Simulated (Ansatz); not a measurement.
# Se: the cost of one run

Method: DFT PBE, scalar-relativistic, plane waves, PAW, in Ansatz 0.2.0.

## (1) Starting point

Symmetry: Pm-3m, No. 221, cubic system. Conventional cell: a = 4.895 Å, b = 4.895 Å, c = 4.895 Å, α = 90.00°, β = 90.00°, γ = 90.00°. Se (site symmetry 4/mmm) is surrounded by 2 Se at 2.45 Å. Around Se (site symmetry m-3m) lie 6 Se at 2.45 Å.

Structure file:

```
CELL_PARAMETERS angstrom
4.89488 0.00000 0.00000
0.00000 4.89488 0.00000
0.00000 0.00000 4.89488
ATOMIC_POSITIONS crystal
Se 0.00000 0.50000 0.50000
Se 0.50000 0.00000 0.50000
Se 0.50000 0.50000 0.00000
Se 0.50000 0.50000 0.50000
```

The cell is invented: random cell by space group and Wyckoff sites (Pm-3m, No. 221). Its size is a rough estimate.

## (2) A first look at the guess

File input.yaml:

```yaml
crystal:
  lattice:
    - [4.8948808, 0.0, 0.0]
    - [0.0, 4.8948808, 0.0]
    - [0.0, 0.0, 4.8948808]
  atoms:
    - { symbol: Se, position: [0.0, 0.5, 0.5] }
    - { symbol: Se, position: [0.5, 0.0, 0.5] }
    - { symbol: Se, position: [0.5, 0.5, 0.0] }
    - { symbol: Se, position: [0.5, 0.5, 0.5] }
basis:
  ecutwfc: 420
kpoints:
  mp_grid: { grid: [4, 4, 4] }
hamiltonian:
  xc: pbe
scf:
  occupations: { method: gaussian, width: 0.1 }
  lower_state_search: "off"
output:
  forces: true
  stress: true
  eigenvalues: true
```

Command:

```sh
ansatz run input.yaml --threads 1 --pin off --max-ram 2560MiB --backend cpu --events-out ev --progress --plain --runs-dir out
```

What time and memory should one allow on 1 thread of Arm Neoverse N1, shared host?

About 5.9 s, with a peak of 0.34 GiB.
